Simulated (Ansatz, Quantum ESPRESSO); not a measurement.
This is a calculation of Mg for Ansatz 0.2.0. Atoms were shifted at random by some hundredths of an Å from the given cell, which wasn't relaxed again for these runs. 

input.yaml

```yaml
crystal:
  lattice:
    - [3.1768261656, 0.0, 0.0]
    - [-1.5884130828, 2.7512121628, 0.0]
    - [0.0, 0.0, 10.31886201]
  atoms:
    - { symbol: Mg, position: [0.6626, 0.325608, 0.747392] }
    - { symbol: Mg, position: [-0.005909, -0.016441, 0.501469] }
    - { symbol: Mg, position: [0.324157, 0.67579, 0.256108] }
    - { symbol: Mg, position: [-0.018252, -0.002868, 0.000359] }
kpoints:
  mp_grid: { grid: [10, 10, 3] }
scf:
  occupations: { method: fermi_dirac, width: 0.05 }
hamiltonian:
  xc: pbesol
  pseudopotentials: { kind: all_electron, lapw: { basis_error: 0.001 } }
output:
  forces: true
  stress: true
  eigenvalues: true
  populations: true
```

Potentials or basis: all-electron LAPW, scalar-relativistic.

The run is started by

```bash
$ ansatz run input.yaml --threads 2 --pin off --max-ram 8192MiB --backend cpu --events-out ev --progress --plain --runs-dir out
```

Q: Translate it to Quantum ESPRESSO 7.5. Potentials or basis there: GBRV 1.5 PBEsol, cutoff 612 eV.

A: As run (cutoffs and basis follow the program's own potentials, and thresholds, step limits or extra output files can differ):

pw.in

```
&CONTROL
  calculation = 'scf'
  prefix = 'pwscf'
  outdir = './tmp'
  pseudo_dir = './pseudo'
  tprnfor = .true.
  tstress = .true.
  disk_io = 'nowf'
/
&SYSTEM
  ibrav = 0
  nat = 4
  ntyp = 1
  ecutwfc = 45
  ecutrho = 360
  nbnd = 28
  occupations = 'smearing'
  smearing = 'fd'
  degauss = 0.00367493
/
&ELECTRONS
  conv_thr = 8d-10
  electron_maxstep = 120
  mixing_beta = 0.5
/
ATOMIC_SPECIES
Mg    24.3050 mg_pbesol_v1.4.uspp.F.UPF
CELL_PARAMETERS angstrom
   3.1768261656    0.0000000000    0.0000000000
  -1.5884130828    2.7512121628    0.0000000000
   0.0000000000    0.0000000000   10.3188620100
ATOMIC_POSITIONS crystal
Mg     0.6626000000    0.3256080000    0.7473920000
Mg    -0.0059090000   -0.0164410000    0.5014690000
Mg     0.3241570000    0.6757900000    0.2561080000
Mg    -0.0182520000   -0.0028680000    0.0003590000
K_POINTS automatic
10 10 3 0 0 0
```

Potentials or basis: GBRV 1.5 PBEsol.

Launch:

```console
$ OMP_NUM_THREADS=1 mpirun -n 2 pw.x -nk 2 -in pw.in > pw.out
```

Both were run:

|  | Ansatz | Quantum ESPRESSO |
| --- | --- | --- |
| Pressure | 0.2 GPa | 0.1 GPa |
| Largest force | 0.176 eV/Å | 0.176 eV/Å |

Where Ansatz's input types no cutoff or centring, it takes its own default and a Γ-centred mesh.

Pressure is positive in compression.
